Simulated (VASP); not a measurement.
These are r2SCAN meta-GGA, VASP's PBE PAW potentials (set 64) (plane waves; VASP 6.6.1) values and carry that method's errors.

VASP ran on this input.

POSCAR:
```
CsI
1.0
  4.5700000000   0.0000000000   0.0000000000
  0.0000000000   4.5700000000   0.0000000000
  0.0000000000   0.0000000000   4.5700000000
Cs I
1 1
Cartesian
  0.0000000000   0.0000000000   0.0000000000
  2.2850000000   2.2850000000   2.2850000000
```

KPOINTS:
```
Automatic mesh
0
Gamma
5 5 5
0 0 0
```

INCAR:
```
LCHARG=.FALSE.
IBRION=2   # conjugate gradients
METAGGA=R2SCAN
ISMEAR=0
ISIF=3
EDIFF=1E-6
NSW=60   # most ionic steps
PREC=Accurate
LASPH=.TRUE.   # aspherical one-centre terms
LMAXMIX=4   # l cut-off of mixed one-centre charges
LMIXTAU=.TRUE.
EDIFFG=-0.01
ENCUT=520   # plane-wave cut-off (eV)
SIGMA=0.05   # width (eV)
SYSTEM=CsI
ALGO=Normal
LWAVE=.FALSE.
NELM=100
LREAL=.FALSE.
```

POTCAR, in this order: Cs_sv I (PBE.64 set). Program: vasp_std.

Output of the run:

**OUTCAR**
```
 ion  position               nearest neighbor table
   1  0.000  0.000  0.000-
   2  0.500  0.500  0.500-
  LATTYP: Found a simple cubic cell.
 ALAT       =     4.5700000000
 Subroutine PRICEL returns:
 Original cell was already a primitive cell.
 Subroutine GETGRP returns: Found 48 space group operations
The static configuration has the point symmetry O_h .
The dynamic configuration has the point symmetry O_h .
 Subroutine INISYM returns: Found 48 space group operations
 Subroutine IBZKPT returns following result:
 Found     10 irreducible k-points:

 Following reciprocal coordinates:
            Coordinates               Weight
  0.000000  0.000000  0.000000      1.000000
  0.200000  0.000000  0.000000      6.000000
  0.400000  0.000000  0.000000      6.000000
  0.200000  0.200000  0.000000     12.000000
  0.400000  0.200000  0.000000     24.000000
  0.400000  0.400000  0.000000     12.000000
  0.200000  0.200000  0.200000      8.000000
  0.400000  0.200000  0.200000     24.000000
  0.400000  0.400000  0.200000     24.000000
  0.400000  0.400000  0.400000      8.000000
   k-points           NKPTS =     10   k-points in BZ     NKDIM =     10   number of bands    NBANDS=     12
   number of dos      NEDOS =    301   number of ions     NIONS =      2
   total plane-waves  NPLWV =  46656
   dimension x,y,z NGX =    36 NGY =   36 NGZ =   36
   dimension x,y,z NGXF=    72 NGYF=   72 NGZF=   72
   ions per type =               1   1
   PREC   = accura    normal or accurate (medium, high low for compatibility)
   ISTART =      0    job   : 0-new  1-cont  2-samecut
   ICHARG =      2    charge: 1-file 2-atom 10-const
   ISPIN  =      1    spin polarized calculation?
   LNONCOLLINEAR =      F non collinear calculations
   LSORBIT =      F    spin-orbit coupling
   INIWAV =      1    electr: 0-lowe 1-rand  2-diag
   ENCUT  =  520.0 eV  38.22 Ry    6.18 a.u.   8.50  8.50  8.50*2*pi/ulx,y,z
...
```

**OSZICAR**
```
       N       E                     dE             d eps       ncg     rms          rms(c)
DAV:   1     0.426456959901E+02    0.42646E+02   -0.63447E+03   240   0.113E+03
DAV:   2    -0.492088743768E+02   -0.91855E+02   -0.86704E+02   348   0.171E+02
DAV:   3    -0.562153682771E+02   -0.70065E+01   -0.69955E+01   316   0.543E+01
DAV:   4    -0.563003131476E+02   -0.84945E-01   -0.84935E-01   268   0.745E+00
DAV:   5    -0.563014505702E+02   -0.11374E-02   -0.11374E-02   316   0.906E-01    0.211E+00
DAV:   6    -0.537209445806E+02    0.25805E+01   -0.43545E-01   256   0.570E+00    0.203E+00
DAV:   7    -0.526167105100E+02    0.11042E+01   -0.43495E-01   248   0.501E+00    0.712E-01
DAV:   8    -0.530823231676E+02   -0.46561E+00   -0.28686E-01   240   0.588E+00    0.388E-01
DAV:   9    -0.529791024675E+02    0.10322E+00   -0.21003E-01   240   0.465E+00    0.270E-01
DAV:  10    -0.530108050570E+02   -0.31703E-01   -0.19972E-01   240   0.482E+00    0.328E-01
DAV:  11    -0.530647776479E+02   -0.53973E-01   -0.20068E-02   248   0.170E+00    0.152E-01
DAV:  12    -0.531174122547E+02   -0.52635E-01   -0.53579E-02   240   0.316E+00    0.126E-01
DAV:  13    -0.531173176708E+02    0.94584E-04   -0.65354E-04   288   0.257E-01    0.792E-02
DAV:  14    -0.531207018615E+02   -0.33842E-02   -0.73809E-03   240   0.990E-01    0.335E-02
DAV:  15    -0.531213537056E+02   -0.65184E-03   -0.25678E-04   264   0.205E-01    0.114E-02
DAV:  16    -0.531218410553E+02   -0.48735E-03   -0.20658E-04   244   0.198E-01    0.746E-03
DAV:  17    -0.531219079035E+02   -0.66848E-04   -0.48956E-05   260   0.918E-02    0.551E-03
DAV:  18    -0.531219209477E+02   -0.13044E-04   -0.58905E-06   268   0.354E-02    0.319E-03
DAV:  19    -0.531219207378E+02    0.20991E-06   -0.10905E-06   188   0.121E-02
   1 F= -.53121921E+02 E0= -.53121921E+02  d E =-.531219E+02
       N       E                     dE             d eps       ncg     rms          rms(c)
DAV:   1    -0.531413462937E+02   -0.19425E-01   -0.41463E-01   244   0.382E+00    0.673E-01
DAV:   2    -0.531287960171E+02    0.12550E-01   -0.18479E-02   240   0.972E-01    0.317E-01
DAV:   3    -0.531243362976E+02    0.44597E-02   -0.15367E-02   240   0.802E-01    0.177E-01
DAV:   4    -0.531244835738E+02   -0.14728E-03   -0.21970E-04   268   0.128E-01    0.198E-01
DAV:   5    -0.531246401390E+02   -0.15657E-03   -0.12463E-04   240   0.124E-01    0.222E-01
DAV:   6    -0.531242323530E+02    0.40779E-03   -0.76331E-04   240   0.311E-01    0.607E-01
DAV:   7    -0.531245955367E+02   -0.36318E-03   -0.18298E-03   240   0.378E-01    0.633E-01
DAV:   8    -0.531245951424E+02    0.39423E-06   -0.38773E-04   240   0.260E-01    0.312E-01
DAV:   9    -0.531246335064E+02   -0.38364E-04   -0.76659E-05   272   0.109E-01    0.121E-01
DAV:  10    -0.531246485348E+02   -0.15028E-04   -0.17143E-05   308   0.344E-02    0.452E-02
DAV:  11    -0.531246486740E+02   -0.13920E-06   -0.54829E-06   240   0.272E-02
   2 F= -.53124649E+02 E0= -.53124649E+02  d E =-.272794E-02
       N       E                     dE             d eps       ncg     rms          rms(c)
DAV:   1    -0.531306452314E+02   -0.59967E-02   -0.13446E-01   244   0.218E+00    0.389E-01
DAV:   2    -0.531265634581E+02    0.40818E-02   -0.59626E-03   240   0.551E-01    0.183E-01
DAV:   3    -0.531251266337E+02    0.14368E-02   -0.49725E-03   240   0.454E-01    0.101E-01
DAV:   4    -0.531251696652E+02   -0.43031E-04   -0.71282E-05   276   0.729E-02    0.113E-01
DAV:   5    -0.531252119228E+02   -0.42258E-04   -0.36023E-05   240   0.664E-02    0.126E-01
DAV:   6    -0.531250952108E+02    0.11671E-03   -0.24418E-04   240   0.174E-01    0.344E-01
DAV:   7    -0.531251937544E+02   -0.98544E-04   -0.56343E-04   240   0.208E-01    0.321E-01
DAV:   8    -0.531251826964E+02    0.11058E-04   -0.10743E-04   240   0.135E-01    0.164E-01
DAV:   9    -0.531251965115E+02   -0.13815E-04   -0.17421E-05   264   0.523E-02    0.734E-02
DAV:  10    -0.531252004096E+02   -0.38981E-05   -0.60923E-06   300   0.196E-02    0.194E-02
DAV:  11    -0.531252007217E+02   -0.31210E-06   -0.16598E-06   168   0.157E-02
   3 F= -.53125201E+02 E0= -.53125201E+02  d E =-.327998E-02
```

### OUTCAR
```
------------------------ aborting loop because EDIFF is reached ----------------------------------------
  FORCE on cell =-STRESS in cart. coord.  units (eV):
  Direction    XX          YY          ZZ          XY          YZ          ZX
  --------------------------------------------------------------------------------------
  Total        0.0179343      0.0179343      0.0179343      0.0000000     -0.0000000      0.0000000
  in kB        0.2931958      0.2931958      0.2931958      0.0000000     -0.0000000      0.0000000
  external PRESSURE =       0.2931958 kB  Pullay stress =       0.0000000 kB
  volume of cell :       98.00
      direct lattice vectors                 reciprocal lattice vectors
     4.610476536  0.000000000 -0.000000000     0.216897319 -0.000000000 -0.000000000
     0.000000000  4.610476536 -0.000000000     0.000000000  0.216897319  0.000000000
     0.000000000  0.000000000  4.610476536     0.000000000  0.000000000  0.216897319
 POSITION                                       TOTAL-FORCE (eV/Angst)
 -----------------------------------------------------------------------------------
      0.00000      0.00000      0.00000         0.000000      0.000000      0.000000
      2.30524      2.30524      2.30524        -0.000000      0.000000      0.000000
 -----------------------------------------------------------------------------------
    total drift:                               -0.000000      0.000000      0.000000
  FREE ENERGIE OF THE ION-ELECTRON SYSTEM (eV)
  ---------------------------------------------------
  free  energy   TOTEN  =       -53.1252007217 eV

  energy  without entropy=      -53.1252007217  energy(sigma->0) =      -53.12520072

 reached required accuracy - stopping structural energy minimisation
```
(Selected blocks of OUTCAR.)

### CONTCAR
```
CsI
   1.00000000000000
     4.6104765356246240    0.0000000000000000   -0.0000000000000000
     0.0000000000000000    4.6104765356246240   -0.0000000000000000
     0.0000000000000000    0.0000000000000000    4.6104765356246240
  Cs              I
     1     1
Direct
     0.0000000000000000    0.0000000000000000    0.0000000000000000
     0.5000000000000000    0.5000000000000000    0.5000000000000000
```

Energy and stress use the plane-wave basis of the starting cell.

The compound is CsI in the CsCl type structure. This run relaxes it. Symmetry was kept, so distortions that lower it aren't found.
